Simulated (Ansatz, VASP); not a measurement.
## B108N107 (V_N) in two plane-wave programs

Aim: how closely do two programs agree when they are given the same cell, functional and k mesh? The cell is taken from a series of runs on this material, whose earlier steps may have relaxed, scaled, displaced or heated it; both programs get it as it stands.

Program: Ansatz 0.2.0. Level of theory: plane waves, with VASP 6.6.1 beside it; single point at PBEsol. Results are calculated unless marked as measured.

### Step 1. Starting point

The cell holds 215 atoms: 108 B and 107 N. Cell: a = 13.011 Å, b = 13.011 Å, c = 13.322 Å, α = 90.0°, β = 90.0°, γ = 120.0°. It derives from BN (BN (P6_3/mmc)). Nearest the centre at fractional (0.444, 0.444, 0.375): B54 at 1.30 Å, B52 at 1.31 Å, B53 at 1.36 Å, N195 at 2.42 Å, N126 at 2.43 Å, N173 at 2.45 Å, N160 at 2.45 Å, N161 at 2.45 Å.

### Step 2. Ansatz: single point, PBEsol

Ansatz runs on its default PAW (the set named soft_2) files.

A single point gives forces, pressure and levels at one fixed geometry, so differences don't come from the geometry; what else differs is listed under the comparison.

Contents of input.yaml:

```yaml
crystal:
  checkpoint: "../q0_M1.relax_smeared.run"
  host: checkpoint
basis:
  ecutwfc: 420
  xc_grid: 2
hamiltonian:
  xc: pbesol
kpoints:
  mp_grid: { grid: [1, 1, 1] }
magnetization:
  spin_polarized: true
  initial_magnetization: 1
  spin_locking: { lock_magnetization: hard }
scf:
  occupations: { method: fermi_dirac, width: 0.01 }
  max_iter: 80
output:
  forces: true
  eigenvalues: true
  charged_corrections:
    epsilon: [4.79, 4.79, 2.73]
    static_epsilon: [6.56, 6.56, 3.17]
    defect_position: [0.444444, 0.444444, 0.375]
  eigenstates: { localisation: true }
  populations: true
  efg: {}
  band_densities: [{ bands: [v1, v1] }, { bands: [c1, c1] }]
  write_density: true
  write_potential: true
  volumetric_format: npy
checkpoint:
  read: "../q0_M1.relax_smeared.run"
  write: "../q0_M1.point.run"
  compress: false
  write_wavefunctions: false
  write_every: 100000
```

Command:

```bash
> ansatz run input.yaml --threads 12 --pin off --max-ram 56524MiB --backend cuda --events-out ev --progress --plain --runs-dir out
```

The program printed:

```text
crystal.checkpoint: the structure is that of <dir>, a `relax` run, at its step 11: its result, under pbesol at a charge of 0 e; 215 atoms read, 0 with a starting moment; crystal.structure_sha256 for t [...]
Engine: ansatz 0.2.0, aarch64-unknown-linux-gnu
[...]
Pseudopotential: B, paw, valence charge 3, recommended cutoff 420 eV (normal), B.paw.azcp
Pseudopotential: N, paw, valence charge 5, recommended cutoff 420 eV (normal), N.paw.azcp
Functional definition: PBEsol
[...]
Crystal: 215 atoms, lattice volume = 1953.136 Å³
Basis set: ecut = 420 eV, 38193 PW (Γ), exchange–correlation on 180×180×180 points (8 copies of the dense FFT grid, shifted against one another)
Bands: 645, of which v1, the nominal top of the filled ones, is band 430 counted from 1 (429 counted from 0)
[...]
Space group: P1 (ITA 1), of the structure as read, at distance tolerance 1.3e-4 Å
[...]
k-points: 1
[...]
preconditioner: auto → Resta (q_TF=auto, 2.379 Å⁻¹)  ε∞=3.5  [insulator: Δε(μ)=1.621 eV  Ē_g=15.591 eV  σ=0.010 eV  W_gap=1.00  n_scr=406 (ndim 8)  ℏωp=24.6 eV  f_vac=0.016  D(μ)=0.00/eV (n_scr^D=0)   [...]
spin=Collinear: Resta preconditioning applied to the charge; magnetization (m = ρ↑ − ρ↓) channel mixes plain (no charge-response kernel on spin).
SCF iter   2: F=-57260.828474 eV  HF=-57260.828474 eV  |F-HF|=3.74e-9  |Δ(HF+E_count)|=   1.22e-9  Δρ=3.57e-7 (↑2.84e-7 ↓3.57e-7)  dr2=6.26e-9  dr2_m=5.27e-10  M=1.000 μB ∫|m|=1.095 μB  ethr=2.17e-12  [...]
SCF 1 converged in 2 iterations: F = -57260.828474 eV  dr2 = 6.26e-9
[...]
SCF converged after 2 iterations
[...]
Magnetization: 1.0000 μB (430.0000 up, 429.0000 down)
Absolute magnetization: 1.0979 μB (∫|ρ↑−ρ↓|, with the PAW one-centre terms)
[...]
spilling = 0.007005 (of n_electrons = 859.000000)
--- Band densities, each state counted as filled ---
[...]
```

### Step 3. VASP: single point, PBEsol

The same cell, functional, mesh and smearing now go to VASP, with its own data sets.

Lines of VASP's logs that name or quote its potential files are left out, and so is its time.

Contents of INCAR:

```
SYSTEM = B108N107
PREC = Accurate
ENCUT = 520
EDIFF = 1E-06
NELM = 200
ISMEAR = -1
SIGMA = 0.01
LREAL = Auto
ALGO = Normal
GGA = PS
NBANDS = 580
ISPIN = 2
MAGMOM = 0 0 -0 0 0 0.01 -0 0 -0 0 0 0 0 0 0 -0 0 0 0 0 0 0 -0 -0 0 0 -0 -0 -0 -0 0 0 -0 0 0 0 -0 0 0 0 -0 0 0 0 0 -0 0 -0 0 -0 -0 0.04 0.06 0.04 0 -0 0 -0 -0 -0 0 0 0 0 0.01 0 0 0 0 0 0 0 -0 0 0 -0 -0 -0 -0 0 0 0 0 0 0 0 0 0.01 0 0 -0 0 0 0 0 0 -0 0 0 0 0 -0 -0 0 -0 -0 -0 0 0 0 0 -0 0 -0 0 0 0 -0 0 -0 -0 -0 -0 0 0 -0 -0 -0 -0 0 0 -0 -0 -0 -0 0 -0 -0 -0 -0 -0 0 0 -0 -0 -0 -0 0 0 0 -0 -0 -0 -0 0 0 0 0 0 0 0 0 0 0 -0 0 -0 0 0 0 0 0 0 0 0 0 0 0 -0 -0 -0 -0 -0 -0 0 -0 -0 -0 -0 0 0 0 0 0 -0 0 0 0 0 0 -0 0 0 -0 -0 -0 -0 0 -0 -0 -0 -0 -0 0 -0
LORBIT = 11
LWAVE = .FALSE.
LCHARG = .FALSE.
ISIF = 2
NUPDOWN = 1
LASPH = .TRUE.
GGA_COMPAT = .FALSE.
```

Contents of POSCAR:

```
B108N107
1.0
   11.2680000000      6.5055840000      0.0000000000
  -11.2680000000      6.5055840000      0.0000000000
    0.0000000000      0.0000000000     13.3220000000
B N
108 107
Direct
    0.9998224862      0.2224525779      0.1244957902
    0.1109676353      0.1113675648      0.1246765187
[... 3 atom lines left out ...]
    0.2225866468      0.2225440799      0.3741565178
[... 8 atom lines left out ...]
    0.2220836574      0.3336050009      0.1240810984
[... 1 atom line left out ...]
    0.1155733116      0.3348313782      0.3714473601
    0.2246795163      0.5545668993      0.3755032059
[... 2 atom lines left out ...]
    0.2221710856      0.3329542173      0.6253165298
[... 15 atom lines left out ...]
    0.3332059783      0.2225310711      0.1250754417
[... 2 atom lines left out ...]
    0.3341360250      0.1140544004      0.3782493722
[... 1 atom line left out ...]
    0.5544476195      0.2242184020      0.3782763798
    0.3332274944      0.2217972861      0.6264935020
[... 5 atom lines left out ...]
    0.3331483346      0.5557334253      0.1240860800
    0.4442581294      0.4447429438      0.1248039729
    0.5553103802      0.3335832332      0.1250770294
    0.3449591704      0.4460664403      0.3692265453
    0.4442769477      0.3409161420      0.3871646358
    0.5436530415      0.5454429883      0.3691437293
    0.3332140364      0.5550477181      0.6250200212
    0.4443088642      0.4439450096      0.6251878794
    0.5553911054      0.3328791497      0.6264929795
[... 5 atom lines left out ...]
    0.5553683286      0.6668437093      0.1240827281
[... 1 atom line left out ...]
    0.4442955649      0.6671546435      0.3770513125
[... 3 atom lines left out ...]
    0.5554040894      0.6661425854      0.6250141186
[... 15 atom lines left out ...]
    0.6664326157      0.5557793771      0.1240776984
[... 2 atom lines left out ...]
    0.6659942978      0.4442524665      0.3741762465
[... 2 atom lines left out ...]
    0.6664474329      0.5550921183      0.6253121586
[... 8 atom lines left out ...]
    0.6639212258      0.7741993939      0.3754727574
    0.7730214723      0.6635582872      0.3714292598
[... 11 atom lines left out ...]
    0.1112549964      0.1112781645      0.3737681966
[... 11 atom lines left out ...]
    0.1130280817      0.4444924779      0.3732386080
    0.2291805904      0.3361106619      0.3690814939
[... 21 atom lines left out ...]
    0.3350643363      0.2270538148      0.3801101548
    0.4442938348      0.1125777722      0.3786569586
[... 7 atom lines left out ...]
    0.3330598206      0.4446654822      0.1233956667
    0.4442581347      0.3335706431      0.1249999775
    0.5554569123      0.5558643972      0.1233929800
    0.3369365830      0.5540573522      0.3762928387
    0.5535116850      0.3362898308      0.3801546485
    0.3331822964      0.4439944912      0.6254769423
    0.4443094494      0.3327648424      0.6272723536
    0.5554358862      0.5551209442      0.6254682103
[... 7 atom lines left out ...]
    0.4442957922      0.7781484257      0.3775507748
    0.5516661033      0.6614372395      0.3762465490
[... 1 atom line left out ...]
    0.4443091539      0.6662250769      0.6250866549
[... 19 atom lines left out ...]
    0.6594108150      0.5512308313      0.3690589702
    0.7773292061      0.4443191427      0.3737943778
[... 11 atom lines left out ...]
    0.7755663640      0.7757649020      0.3732094676
[... 6 atom lines left out ...]
    0.8887070473      0.6665125871      0.8748869006
```

Contents of KPOINTS:

```
Automatic mesh
0
Gamma
1 1 1
0 0 0
```

PAW data sets: B and N (PBE family, release 64).

Command:

```bash
> export OMP_NUM_THREADS=3
> mpirun -np 1 vasp_gam
```

The program printed:

```text
[banner, memory and clock lines left out]
running    1 mpi-ranks, on    1 nodes
[...]
Offloading initialized ...    1 GPUs detected
[...]
|                                                                             |
|               ----> ADVICE to this user running VASP <----                  |
|                                                                             |
|     You enforced a specific xc type in the INCAR file but a different       |
|     [... a line on the potential file left out ...]
|     I HOPE YOU KNOW WHAT YOU ARE DOING!                                     |
|                                                                             |

 LDA part: xc-table for (Slater+PW92), standard interpolation
 POSCAR, INCAR and KPOINTS ok, starting setup
[...]
entering main loop
       N       E                     dE             d eps       ncg     rms          rms(c)
DAV:   1     0.799738744329E+04    0.79974E+04   -0.48562E+05  2328   0.147E+03
DAV:   2    -0.114529170095E+04   -0.91427E+04   -0.85586E+04  3464   0.378E+02
DAV:   3    -0.211478266844E+04   -0.96949E+03   -0.95718E+03  2720   0.126E+02
DAV:   4    -0.214040241741E+04   -0.25620E+02   -0.25558E+02  2752   0.217E+01
[...]
DAV:  15    -0.195740516115E+04   -0.30009E-04   -0.60688E-05  2776   0.124E-02    0.117E-02
DAV:  16    -0.195740516439E+04   -0.32415E-05   -0.91377E-06  2584   0.482E-03    0.764E-03
DAV:  17    -0.195740516458E+04   -0.18540E-06   -0.77181E-07  1776   0.205E-03
   1 F= -.19574052E+04 E0= -.19574052E+04  d E =-.223759E-13  mag=     0.9998
```

OUTCAR, selected parts (step 3):

```text
 magnetization (x)
# of ion       s       p       d       tot
------------------------------------------
    1        0.000   0.000   0.000   0.000
    2        0.000   0.000   0.000   0.000
    3       -0.000  -0.000   0.000  -0.000
    4        0.000   0.002   0.000   0.002
    5        0.000   0.002   0.000   0.002
    6        0.001   0.023   0.000   0.024
[...]
213       -0.000  -0.000   0.000  -0.000
  214        0.000   0.000   0.000   0.000
  215       -0.000  -0.000   0.000  -0.000
--------------------------------------------------
tot          0.045   0.409   0.000   0.454
```

The run ends at a pressure of -0.07 GPa, with forces up to 0.038 eV/Å.

### Step 4. Comparison

Known differences besides the potentials themselves: VASP starts from the moments at which Ansatz ended; the cutoff is 420 eV in Ansatz and 520 eV in VASP (PREC = Accurate, projectors in real space); Ansatz makes its cores anew for this functional, VASP keeps those of its PBE data sets; site moments are counted in spheres of each program's own size. Total energies have different zeros and are not compared.

The two programs side by side:

```csv
quantity,Ansatz,VASP,difference
"total moment, fixed by the input (μB)",1.00,1.00,0.00
moment on B53 (μB),0.06,0.12,-0.06
moment on B52 (μB),0.04,0.09,-0.05
moment on B54 (μB),0.04,0.09,-0.05
```

At this near-relaxed geometry the largest component of a force difference is 36 meV/Å.

### Step 5. What came out

* difference in moment on B53 (single point, PBEsol): -0.062 μB

**Reading.** The difference in moment on B53 is -0.062 μB (single point, PBEsol). How closely two codes agree says nothing of how well the functional describes the real material.

[Lines on the potential files, build, host, timing and source positions are cut from VASP's logs without a mark.]

[Logs are printed without paths, hosts, clocks, repeated set-up lines and the standing remarks that a program may print on its own settings, such as how far it seeks lower states.]

[Hosts, paths, dates, database ids (printed as entryN), source tags and the programs' standing remarks are cut or masked in the printed files.]
